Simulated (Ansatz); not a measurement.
**Stability checks on a candidate for PbSe**

The structure comes from a generated guess, relaxed at this level; another structure or a mixture of phases may lie lower.

Level of theory: Ansatz 0.2.0, DFT PBE, scalar-relativistic, plane waves, PAW. Settings of the last relaxation (4-atom cell): 420 eV, 12×12×6 k points, Gaussian smearing of 0.01 eV, no spin polarisation.

```
Pb Se
1.0
     4.26998    0.00000    0.00000
    -2.13499    3.69791    0.00000
     0.00000    0.00000    7.64627
Pb Se
2 2
Direct
  0.66667 0.33333 0.75000
  0.33333 0.66667 0.25000
  0.00000 0.00000 0.00000
  0.00000 0.00000 0.50000
```

The zero of energy is the elements' standard structures at the same level; no fitted shifts are applied.

Q: These tests were run: energy against the elements; random kick, then relaxation without symmetry; phonons on a 2×2×1 q mesh. What do they show?

A:

| test | result |
| --- | --- |
| energy against the elements | −0.481 eV/atom |
| random kick, then relaxation without symmetry | returns |
| phonons on a 2×2×1 q mesh | imaginary modes down to 53i cm⁻¹ |

It fails one test: phonons on a 2×2×1 q mesh. So it isn't even a local minimum.

Spin–orbit coupling, which can matter for Pb, is left out. The reference form of Se is held partly by dispersion forces, which this level lacks. The kick test ran on a coarse mesh. The run for the phonons used a 12×12×6 k mesh.
